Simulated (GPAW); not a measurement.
**MgB2: single point with PBE**

MgB2:

```
Mg B
1.0
     3.08500    0.00000    0.00000
    -1.54250    2.67169    0.00000
     0.00000    0.00000    3.52300
Mg B
1 2
Direct
  0.00000 0.00000 0.00000
  0.66667 0.33333 0.50000
  0.33333 0.66667 0.50000
```

```json
{"Program": "GPAW 26.7.0", "Task": "single point", "Functional": "PBE", "Potentials or basis": "GPAW PAW data sets (gpaw-data 1.2.1)", "Cutoff": "800 eV", "Basis": "pw", "k mesh": "10 × 10 × 8", "Occupations": "gaussian, width 0.016 eV", "Spin": "no spin polarisation", "Maxiter": "150"}
```

| Quantity | Value |
| --- | --- |
| Pressure | -1.1 GPa |
| Band gap on the k mesh | none (metal or under the smearing width) |

Stress tensor (GPa, compression positive):
```
-0.79  0.00  0.00
 0.00 -0.79  0.00
 0.00  0.00 -1.77
```

Levels at points of the mesh, in eV from the Fermi level:
| k point | band 5 | band 6 | band 7 | band 8 | band 9 | band 10 | band 11 | band 12 |
| --- | --- | --- | --- | --- | --- | --- | --- | --- |
| (0.00, 0.00, 0.00) | -12.44 | -2.97 | 0.34 | 0.34 | 1.62 | 6.27 | 6.27 | 8.03 |
| (0.00, 0.00, 0.50) | -11.16 | -7.46 | 0.71 | 0.71 | 6.61 | 6.61 | 7.90 | 9.80 |
| (0.50, 0.50, 0.00) | -8.56 | -7.85 | -2.20 | 0.18 | 3.04 | 3.84 | 5.28 | 7.07 |
| (0.50, 0.50, 0.50) | -7.59 | -6.94 | -3.59 | -1.90 | -1.33 | 5.66 | 8.75 | 8.86 |

It took 31 s on 1 thread of Intel(R) Xeon(R) Processor @ 2.70GHz, with other jobs on the host, peak memory 0.19 GiB.
